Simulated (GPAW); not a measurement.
Input of a GPAW 26.7.0 run:

run.py

```python
import numpy as np
from ase.dft.bandgap import bandgap
from ase.io import write
from ase.spacegroup import crystal
from ase.units import GPa
from gpaw import GPAW, PW, setup_paths
from gpaw.spinorbit import soc_eigenstates

setup_paths.insert(0, '.')

# Cd 4a
# Se 4d
atoms = crystal(['Cd', 'Se'],
                basis=[[0.0, 0.0, 0.0],
                       [0.25, 0.25, 0.75]],
                spacegroup=216, setting=1,  # F-43m
                cellpar=[6.1405424, 6.1405424, 6.1405424, 90.0, 90.0, 90.0],
                primitive_cell=True)

calc = GPAW(mode=PW(600),
            xc='BLYP',
            kpts={'size': (6, 6, 6), 'gamma': True},
            occupations={'name': 'fermi-dirac', 'width': 0.05},
            nbands=18,
            convergence={'density': 1e-05, 'energy': 1e-05},
            eigensolver='davidson',
            maxiter=150,
            txt='gpaw.txt')
atoms.calc = calc
energy = atoms.get_potential_energy()
forces = atoms.get_forces()
stress = atoms.get_stress()
calc.write('gs.gpw')
write('result.traj', atoms)
print(f'Energy: {energy:.6f} eV')
print('Forces (eV/A):')
print(forces.round(4))
print('Stress (GPa):', (stress / GPa).round(3))
print('Fermi level:', round(calc.get_fermi_level(), 4), 'eV')
print(f'Gap: {bandgap(calc)[0]:.4f} eV, direct: {bandgap(calc, direct=True)[0]:.4f} eV')

path = atoms.cell.bandpath('GXWKGLUWLK,UX', npoints=60, eps=1e-4)
bs_calc = calc.fixed_density(kpts=path, symmetry='off', nbands=30,
                             convergence={'bands': 'CBM+6.0', 'eigenstates': 1e-6}, txt='bands.txt')
bs = bs_calc.band_structure()
bs.write('bs.json')
print(f'Gap on the path: {bandgap(bs_calc)[0]:.4f} eV')

soc = soc_eigenstates(bs_calc, theta=90, phi=45)
np.savetxt('soc_bands.dat', soc.eigenvalues(), fmt='%.4f')
mesh = soc_eigenstates('gs.gpw', theta=90, phi=45)
np.savetxt('soc_mesh.dat', mesh.eigenvalues(), fmt='%.4f')
print('Fermi level with spin-orbit coupling:', round(mesh.fermi_level, 4), 'eV')
```

Potentials or basis: PAW data sets generated in the run's folder for this functional, pw.

Run with:

```sh
$ gpaw-setup -f BLYP Cd Se
$ OMP_NUM_THREADS=1 python run.py
```

(1) What does it give for the band gap on the k mesh?

(2) What does it give for the pressure?

(3) Estimate the band gap along the path.

Results:

(1) 0.33 eV, direct.

(2) 3.8 GPa.

(3) 0.34 eV, direct.

Caveat: spin-orbit coupling was added after a scalar SCF, so levels and gaps hold it while energy, forces, pressure and moments don't; this program's spin-orbit splittings come out too wide for heavy elements.
